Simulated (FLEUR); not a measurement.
# RbBr (Fm-3m) in FLEUR: a series of runs, part 2 of 2

FLEUR MaX-R8.1 (later development tree). The steps go on from the part before.

### Step 7. Equation of state, r2SCAN

No new run: the results of the series are fitted here.

What came out:

```
Equilibrium volume : 41.80 Å³/atom (rough: see the caveat)
Bulk modulus       : 10.9 GPa (rough)
```

Energy against volume, from the lowest point:
```csv
volume (Å³/atom),energy (meV/atom)
37.833,17.80
38.638,10.65
40.248,1.87
41.858,0.00
42.663,0.29
```

Caveat: the fit is doubtful: noisy points or a state that changes with volume; the meta-GGA is that of a development version, with a GGA for the radial functions and cores and without core tails.
